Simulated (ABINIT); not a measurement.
# Hf (Fm-3m) in ABINIT: convergence with pawecutdg

Aim: find how far pawecutdg must go before the results for Hf settle, at PBE. This setting moves, with any that are tied to it; all else stays.

Program: ABINIT 10.8.3 (patched build). These are calculated values, not measurements. Logs are shortened: lines on timing, memory, paths and dates and some standing lists are left out, and cuts for length are marked. The log counts tension as positive stress, the text compression.

## Step 1: Starting point

Symmetry: Fm-3m, No. 225, cubic system. The conventional cell has a = 4.440 Å, b = 4.440 Å, c = 4.440 Å, α = 90.00°, β = 90.00°, γ = 90.00°. Around Hf (site symmetry m-3m) lie 12 Hf at 3.14 Å.

This isn't the form of Hf at room conditions, which is hcp.

## Step 2: With pawecutdg 19 Ha

Contents of run.abi:

```
pp_dirpath "./"
pseudos "Hf.GGA_PBE-JTH.xml"

acell 3*1.0
rprim
     0.0000000000     4.1951919967     4.1951919967
     4.1951919967     0.0000000000     4.1951919967
     4.1951919967     4.1951919967     0.0000000000
ntypat 1
znucl 72
natom 1
typat 1
xred
     0.0000000000     0.0000000000     0.0000000000

ecut 19.0
pawecutdg 19.0
pawxcdev 0

kptopt 1
ngkpt 10 10 10
nshiftk 1
shiftk 0.0 0.0 0.0

ixc 11

nband 10
occopt 4
tsmear 0.00367493

nstep 100
tolvrs 1.0e-9

iomode 3
prtwf 0
prtden 0
prteig 0
prtebands 0
enunit 1
```

Potentials or basis: JTH PAW PBE v2.0.

Launch:

```
$ abinit run.abi > log 2>&1
```

run.abo:

```text
.Version 10.8.3 of ABINIT
 Symmetries : space group Fm -3 m (#225); Bravais cF (face-center cubic)
================================================================================
 Values of the parameters that define the memory need of the present run
     intxc =       0    ionmov =       0      iscf =      17    lmnmax =      18
     lnmax =       6     mgfft =      24  mpssoang =       3    mqgrid =    3001
     natom =       1  nloc_mem =       2    nspden =       1   nspinor =       1
    nsppol =       1      nsym =      48    n1xccc =       1    ntypat =       1
    occopt =       4   xclevel =       2
       mpw =         598          nfft =       13824          nkpt =          47
 PAW method is used; the additional fine FFT grid is defined by:
   mgfftf=        24    nfftf =     13824
================================================================================
================================================================================

--------------------------------------------------------------------------------
------------- Echo of variables that govern the present computation ------------
--------------------------------------------------------------------------------
 -outvars: echo values of preprocessed input variables --------
            acell      1.0000000000E+00  1.0000000000E+00  1.0000000000E+00 Bohr
              amu      1.78490000E+02
             ecut      1.90000000E+01 Hartree
           enunit           1
              ixc          11
         kptrlatt       10    0    0      0   10    0      0    0   10
          kptrlen      5.93289742E+01
            natom           1
            nband          10
            ngfft          24      24      24
          ngfftdg          24      24      24
             nkpt          47
            nstep         100
             nsym          48
           ntypat           1
           occopt           4
        pawecutdg      1.90000000E+01 Hartree
         pawxcdev           0
           prtden           0
        prtebands           0
           prteig           0
            prtwf           0
            rprim      0.0000000000E+00  4.1951919967E+00  4.1951919967E+00
                       4.1951919967E+00  0.0000000000E+00  4.1951919967E+00
                       4.1951919967E+00  4.1951919967E+00  0.0000000000E+00
          spgroup         225
           tolvrs      1.00000000E-09
           tsmear      3.67493000E-03 Hartree
            typat      1
           useylm           1
            znucl       72.00000

================================================================================

 chkinp: Checking input parameters for consistency.

================================================================================
== DATASET  1 ==================================================================

--- !DatasetInfo
iteration_state: {dtset: 1, }
dimensions: {natom: 1, nkpt: 47, mband: 10, nsppol: 1, nspinor: 1, nspden: 1, mpw: 598, }
cutoff_energies: {ecut:  19.0, pawecutdg:  19.0, }
electrons: {nelect:   1.20000000E+01, charge:   0.00000000E+00, occopt:   4.00000000E+00, tsmear:   3.67493000E-03, }
meta: {optdriver: 0, ionmov: 0, optcell: 0, iscf: 17, paral_kgb: 0, }
...

 Exchange-correlation functional for the present dataset will be:
  GGA: Perdew-Burke-Ernzerhof functional - ixc=11
  J.P.Perdew, K.Burke, M.Ernzerhof, PRL 77, 3865 (1996)

 Real(R)+Recip(G) space primitive vectors, cartesian coordinates (Bohr,Bohr^-1):
 R(1)=  0.0000000  4.1951920  4.1951920  G(1)= -0.1191841  0.1191841  0.1191841
 R(2)=  4.1951920  0.0000000  4.1951920  G(2)=  0.1191841 -0.1191841  0.1191841
 R(3)=  4.1951920  4.1951920  0.0000000  G(3)=  0.1191841  0.1191841 -0.1191841
 Unit cell volume ucvol=  1.4766770E+02 bohr^3
 Angles (23,13,12)=  6.00000000E+01  6.00000000E+01  6.00000000E+01 degrees

 Coarse grid specifications (used for wave-functions):

 getcut: wavevector=  0.0000  0.0000  0.0000  ngfft=  24  24  24
         ecut(hartree)=     19.000   => boxcut(ratio)=   2.06159

 Fine grid specifications (used for densities):

 getcut: wavevector=  0.0000  0.0000  0.0000  ngfft=  24  24  24
         ecut(hartree)=     19.000   => boxcut(ratio)=   2.06159

--- Pseudopotential description ------------------------------------------------
- pspini: atom type   1  psp file is ./Hf.GGA_PBE-JTH.xml
 Pseudopotential format is: paw10
 basis_size (lnmax)=  6 (lmn_size= 18), orbitals=   0   0   1   1   2   2
 Spheres core radius: rc_sph= 2.41119446
 Shapefunction is SIN type: shapef(r)=[sin(pi*r/rshp)/(pi*r/rshp)]**2
 Radius for shape functions =  2.41119446
 Compensation charge density is not taken into account in XC energy/potential

   1.11394417E+03                                ecore*ucvol(ha*bohr**3)
--------------------------------------------------------------------------------

================================================================================

--- !BeginCycle
iteration_state: {dtset: 1, }
solver: {iscf: 17, nstep: 100, nline: 4, wfoptalg: 10, }
tolerances: {tolvrs: 1.00E-09, }
...

     iter   Etot(hartree)      deltaE(h)  residm     nres2
 ETOT  1  -49.668254563535    -4.967E+01 1.767E+00 2.805E-01
 ETOT  2  -50.033465814579    -3.652E-01 8.360E-02 7.007E-02
 ETOT  3  -50.032595673172     8.701E-04 1.870E-02 8.470E-03
 ETOT  4  -50.032627091681    -3.142E-05 3.834E-03 2.105E-04
 ETOT  5  -50.032630909631    -3.818E-06 2.747E-03 6.015E-06
 ETOT  6  -50.032630946786    -3.715E-08 8.900E-04 3.316E-07
 ETOT  7  -50.032630949405    -2.620E-09 2.089E-03 1.873E-08
 ETOT  8  -50.032630949271     1.347E-10 3.806E-04 3.836E-10

 At SCF step    8       nres2   =  3.84E-10 < tolvrs=  1.00E-09 =>converged.

 Cartesian components of stress tensor (hartree/bohr^3)
  sigma(1 1)= -1.06649444E-04  sigma(3 2)=  0.00000000E+00
  sigma(2 2)= -1.06649444E-04  sigma(3 1)=  0.00000000E+00
  sigma(3 3)= -1.06649444E-04  sigma(2 1)=  0.00000000E+00

--- !ResultsGS
iteration_state: {dtset: 1, }
comment   : Summary of ground state results
lattice_vectors:
- [  0.0000000,   4.1951920,   4.1951920, ]
- [  4.1951920,   0.0000000,   4.1951920, ]
- [  4.1951920,   4.1951920,   0.0000000, ]
lattice_lengths: [   5.93290,    5.93290,    5.93290, ]
lattice_angles: [ 60.000,  60.000,  60.000, ] # degrees, (23, 13, 12)
lattice_volume:   1.4766770E+02
convergence: {deltae:  1.347E-10, res2:  3.836E-10, residm:  3.806E-04, diffor: null, }
etotal    :  -5.00326309E+01
entropy   :   0.00000000E+00
fermie    :  -6.53353989E-02
cartesian_stress_tensor: # hartree/bohr^3
- [ -1.06649444E-04,   0.00000000E+00,   0.00000000E+00, ]
- [  0.00000000E+00,  -1.06649444E-04,   0.00000000E+00, ]
- [  0.00000000E+00,   0.00000000E+00,  -1.06649444E-04, ]
pressure_GPa:   3.1377E+00
xred      :
- [  0.0000E+00,   0.0000E+00,   0.0000E+00, Hf]
cartesian_forces: # hartree/bohr
- [ -0.00000000E+00,  -0.00000000E+00,  -0.00000000E+00, ]
force_length_stats: {min:   0.00000000E+00, max:   0.00000000E+00, mean:   0.00000000E+00, }
...

 Integrated electronic density in atomic spheres:
 ------------------------------------------------
 Atom  Sphere_radius  Integrated_density
    1        2.41119          9.50183497

================================================================================

 ----iterations are completed or convergence reached----

 Mean square residual over all n,k,spin=   99.399E-08; max=  38.064E-05
 reduced coordinates (array xred) for    1 atoms
       0.000000000000      0.000000000000      0.000000000000
 rms dE/dt=  0.0000E+00; max dE/dt=  0.0000E+00; dE/dt below (all hartree)
    1       0.000000000000      0.000000000000      0.000000000000

 cartesian coordinates (angstrom) at end:
    1      0.00000000000000     0.00000000000000     0.00000000000000

 cartesian forces (hartree/bohr) at end:
    1     -0.00000000000000    -0.00000000000000    -0.00000000000000
 frms,max,avg= 0.0000000E+00 0.0000000E+00   0.000E+00  0.000E+00  0.000E+00 h/b

 cartesian forces (eV/Angstrom) at end:
    1     -0.00000000000000    -0.00000000000000    -0.00000000000000
 frms,max,avg= 0.0000000E+00 0.0000000E+00   0.000E+00  0.000E+00  0.000E+00 e/A
 length scales=  1.000000000000  1.000000000000  1.000000000000 bohr
              =  0.529177210544  0.529177210544  0.529177210544 angstroms
 Fermi (or HOMO) energy (eV) =  -1.77787   Average Vxc (eV)= -11.50986
 Eigenvalues (   eV  ) for nkpt=  47  k points:
 kpt#   1, nband= 10, wtk=  0.00100, kpt=  0.0000  0.0000  0.0000 (reduced coord)
 -63.45549  -31.68632  -31.68632  -31.68632   -9.08127   -0.36251   -0.36251   -0.36251
   2.51463    2.51463
 prteigrs : prtvol=0 or 1, do not print more k-points.

--- !EnergyTerms
iteration_state     : {dtset: 1, }
comment             : Components of total free energy in Hartree
kinetic             :  5.37423465691033E+00
hartree             :  6.16416536651315E+00
xc                  : -9.02678909156185E+00
Ewald energy        : -3.93438571578922E+01
psp_core            :  7.54358701663823E+00
local_psp           : -7.55190431161603E-01
PAW spherical_terms : -1.99888331914504E+01
internal            : -5.00326828320043E+01
'-kT*entropy'       :  4.06758193279070E-05
total_energy        : -5.00326421561850E+01
total_energy_eV     : -1.36145755061890E+03
...

--- !EnergyTermsDC
iteration_state     : {dtset: 1, }
comment             : '"Double-counting" decomposition of free energy'
band_energy         : -1.22923112922334E+01
Ewald energy        : -3.93438571578922E+01
psp_core            :  7.54358701663823E+00
xc_dc               : -1.12735260673617E+01
PAW spherical_terms :  5.33343587575903E+00
internal            : -5.00326716250901E+01
'-kT*entropy'       :  4.06758193279070E-05
total_energy_dc     : -5.00326309492708E+01
total_energy_dc_eV  : -1.36145724566323E+03
...

--- !EnergyTermsWithPAWCore
iteration_state     : {dtset: 1, }
comment             : 'Components of total free energy, including PAW core contributions'
Total energy        : -1.50784833124157E+04
Total energy DC     : -1.50784833012088E+04
Total energy (eV)   : -4.10306433417722E+05
Total energy DC (eV): -4.10306433112767E+05
...

 Cartesian components of stress tensor (hartree/bohr^3)
  sigma(1 1)= -1.06649444E-04  sigma(3 2)=  0.00000000E+00
  sigma(2 2)= -1.06649444E-04  sigma(3 1)=  0.00000000E+00
  sigma(3 3)= -1.06649444E-04  sigma(2 1)=  0.00000000E+00

-Cartesian components of stress tensor (GPa)         [Pressure=  3.1377E+00 GPa]
- sigma(1 1)= -3.13773497E+00  sigma(3 2)=  0.00000000E+00
- sigma(2 2)= -3.13773497E+00  sigma(3 1)=  0.00000000E+00
- sigma(3 3)= -3.13773497E+00  sigma(2 1)=  0.00000000E+00

== END DATASET(S) ==============================================================
================================================================================

 -outvars: echo values of variables after computation  --------
            acell      1.0000000000E+00  1.0000000000E+00  1.0000000000E+00 Bohr
           etotal     -5.0032630949E+01
            fcart     -0.0000000000E+00 -0.0000000000E+00 -0.0000000000E+00
            rprim      0.0000000000E+00  4.1951919967E+00  4.1951919967E+00
                       4.1951919967E+00  0.0000000000E+00  4.1951919967E+00
                       4.1951919967E+00  4.1951919967E+00  0.0000000000E+00
           strten     -1.0664944396E-04 -1.0664944396E-04 -1.0664944396E-04
                       0.0000000000E+00  0.0000000000E+00  0.0000000000E+00
 Calculation completed.
```

It took 6.2 s on 1 thread of Arm Neoverse V2, shared host; peak memory 0.09 GiB.

What came out:

- Free energy: -1361.4572 eV
- Pressure: 3.1 GPa
- Band gap on the k mesh: none (metal or under the smearing width)
- Valence electrons inside the program's atomic spheres: Hf 9.50 (radii [1.2759] Å)

## Step 3: With pawecutdg 22.8

Edit run.abi of step 2 so:

```diff
@@ -16,3 +16,3 @@
 ecut 19.0
-pawecutdg 19.0
+pawecutdg 22.8
 pawxcdev 0
```

Potentials or basis: JTH PAW PBE v2.0.

Launch:

```
$ abinit run.abi > log 2>&1
```

It took 6.3 s on 1 thread of Arm Neoverse V2, shared host; peak memory 0.09 GiB.

It converged, with:

```yaml
Free_energy: -1361.4513 eV
Pressure: 2.7 GPa
Band_gap_on_the_k_mesh: none (metal or under the smearing width)
Valence_electrons_inside_the_program's_atomic_spheres: Hf 9.50 (radii [1.2759] Å)
```

## Step 4: With pawecutdg 28.5

Edit run.abi of step 3 so:

```diff
@@ -16,3 +16,3 @@
 ecut 19.0
-pawecutdg 22.8
+pawecutdg 28.5
 pawxcdev 0
```

Launch:

```
$ abinit run.abi > log 2>&1
```

Wall time 6.4 s (1 thread of Arm Neoverse V2, shared host); peak memory 0.09 GiB.

The run converged. Its results:

| Property | Result |
| --- | --- |
| Free energy | -1361.4520 eV |
| Pressure | 2.9 GPa |
| Band gap on the k mesh | none (metal or under the smearing width) |
| Valence electrons inside the program's atomic spheres | Hf 9.51 (radii [1.2759] Å) |

## Step 5: With pawecutdg 34.2

Edit run.abi of step 4 so:

```diff
@@ -16,3 +16,3 @@
 ecut 19.0
-pawecutdg 28.5
+pawecutdg 34.2
 pawxcdev 0
```

Launch:

```
$ abinit run.abi > log 2>&1
```

Run time: 6.3 s. Hardware: 1 thread of Arm Neoverse V2, shared host; peak memory 0.1 GiB.

It converged, with:

```yaml
Free_energy: -1361.4522 eV
Pressure: 2.8 GPa
Band_gap_on_the_k_mesh: none (metal or under the smearing width)
Valence_electrons_inside_the_program's_atomic_spheres: Hf 9.52 (radii [1.2759] Å)
```

## Step 6: With pawecutdg 41.8

Edit run.abi of step 5 so:

```diff
@@ -16,3 +16,3 @@
 ecut 19.0
-pawecutdg 34.2
+pawecutdg 41.8
 pawxcdev 0
```

Potentials or basis: JTH PAW PBE v2.0.

Launch:

```
$ abinit run.abi > log 2>&1
```

Run time: 6.7 s. Hardware: 1 thread of Arm Neoverse V2, shared host; peak memory 0.1 GiB.

The run converged. Its results:

| Item | Value |
| --- | --- |
| Free energy | -1361.4515 eV |
| Pressure | 2.8 GPa |
| Band gap on the k mesh | none (metal or under the smearing width) |
| Valence electrons inside the program's atomic spheres | Hf 9.52 (radii [1.2759] Å) |

## Step 7: With pawecutdg 51.3

Edit run.abi of step 6 so:

```diff
@@ -16,3 +16,3 @@
 ecut 19.0
-pawecutdg 41.8
+pawecutdg 51.3
 pawxcdev 0
```

Launch:

```
$ abinit run.abi > log 2>&1
```

Run time: 7 s. Hardware: 1 thread of Arm Neoverse V2, shared host; peak memory 0.11 GiB.

The run converged. Its results:

| Property | Result |
| --- | --- |
| Free energy | -1361.4518 eV |
| Pressure | 2.8 GPa |
| Band gap on the k mesh | none (metal or under the smearing width) |
| Valence electrons inside the program's atomic spheres | Hf 9.50 (radii [1.2759] Å) |

## Step 8: With pawecutdg 62.7

Edit run.abi of step 7 so:

```diff
@@ -16,3 +16,3 @@
 ecut 19.0
-pawecutdg 51.3
+pawecutdg 62.7
 pawxcdev 0
```

Launch:

```
$ abinit run.abi > log 2>&1
```

Wall time 7.1 s (1 thread of Arm Neoverse V2, shared host); peak memory 0.12 GiB.

Results (log left out):

```yaml
Free_energy: -1361.4517 eV
Pressure: 2.8 GPa
Band_gap_on_the_k_mesh: none (metal or under the smearing width)
Valence_electrons_inside_the_program's_atomic_spheres: Hf 9.51 (radii [1.2759] Å)
```

## Step 9: Result

```csv
pawecutdg,energy less the tightest run (meV/atom),pressure (GPa),SCF cycles,CPU time (s),peak memory (GiB)
19 Ha,-5.56,3.14,8,6.2,0.09
22.8,0.43,2.68,8,6.3,0.09
28.5,-0.35,2.93,8,6.4,0.09
34.2,-0.46,2.76,8,6.3,0.1
41.8,0.23,2.82,9,6.7,0.1
51.3,-0.07,2.84,9,7,0.11
62.7,0.00,2.82,9,7.1,0.12
```

Against the tightest run, the energy stays within 1 meV/atom from 22.8 on; the pressure stays within 0.1 GPa from 34.2 on. The tightest run that finished is the yardstick and may itself not be fully converged.
